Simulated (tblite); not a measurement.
# C6H6N2O: the cost of one run

Computed with tblite 0.8.0 and PySCF 2.14.0; each step states its level. No surroundings beyond the atoms listed, unless a continuum is named. Atoms count from 0, parts from 1.

### 1 Starting point

15 atoms, charge 0, multiplicity 1; geometry: rigid parts in contact. Parts: 1 = atoms 0–12, `Oc1ccccc1`, charge 0; 2 = atoms 13–14, `N#N`, charge 0.

### 2 Bringing the parts together with GFN2-xTB

Job settings and geometry (Å):

```
{"job": {"kind": "dock", "xc": "GFN2-xTB", "basis": "xTB"}, "charge": 0, "multiplicity": 1, "parts": [{"atoms": "0-12", "charge": 0, "multiplicity": 1}, {"atoms": "13-14", "charge": 0, "multiplicity": 1}]}
O      2.458320     0.350801    -0.172965
C      1.111808     0.173061    -0.079420
C      0.295774     1.299891    -0.104404
C     -1.074762     1.157764    -0.011550
C     -1.644841    -0.099650     0.107875
C     -0.833241    -1.219759     0.132698
C      0.540916    -1.088230     0.039300
H      2.902922    -0.504903    -0.144986
H      0.756428     2.270514    -0.198030
H     -1.703532     2.035493    -0.032603
H     -2.716526    -0.205558     0.180222
H     -1.268409    -2.203908     0.227119
H      1.175143    -1.965517     0.056743
N     -1.338582    -0.043584    -2.732722
N     -0.298004    -0.377762    -2.840474
```

With the program's defaults for keys left out, this is: GFN2-xTB search for minima from random contacts, gas phase.

Command:

```bash
$ OMP_NUM_THREADS=1 python cluster_run.py task.json out
```

This one command runs all jobs of the session in turn.

**Question.** How long does this first job take on 1 thread of Arm Neoverse V2, shared host?

About 2 s.
